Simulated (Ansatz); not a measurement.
# HfB2 under changes of volume

One of the cells (9.905 Å³/atom); the others are scaled copies at fixed shape and fractional positions:

```
CELL_PARAMETERS angstrom
3.14000 0.00000 0.00000
-1.57000 2.71932 0.00000
0.00000 0.00000 3.48000
ATOMIC_POSITIONS crystal
Hf 0.00000 0.00000 0.00000
B 0.66667 0.33333 0.50000
B 0.33333 0.66667 0.50000
```

* Program: Ansatz 0.2.0
* Functional: PBE
* Potentials or basis: all-electron LAPW, scalar-relativistic
* Cutoff: 287 eV (chosen from the basis error)
* Basis error allowed: 0.001 eV/atom
* k mesh: 10 × 10 × 8
* Occupations: fermi-dirac, width 0.05 eV
* Spin: no spin polarisation

```tsv
volume (Å³/atom)	energy over the lowest point (meV/atom)	pressure (GPa)
9.311	?	?
9.509	17.11	12.7
9.707	5.07	6.8
9.905	0.00	1.5
10.103	1.25	-3.4
10.301	8.24	-7.8
10.499	20.44	-11.8
```

Problem. What does the run at 9.311 Å³/atom give?

Solution. Energy over the lowest point 36.83 meV/atom; pressure 19.3 GPa.

Worked out: A Birch-Murnaghan fit of order 3 (a polynomial in V^(-2/3)) to the other rows has its minimum at 9.96 Å³/atom with B0 = V·E''(V) = 250 GPa and B' = 3.9 at fixed shape and positions, which overstates the stiffness. It gives 36.83 meV/atom at 9.311 Å³/atom, against the run's 36.83, and -dE/dV = 19.3 GPa, against 19.3.

Energies are extrapolated to zero smearing.
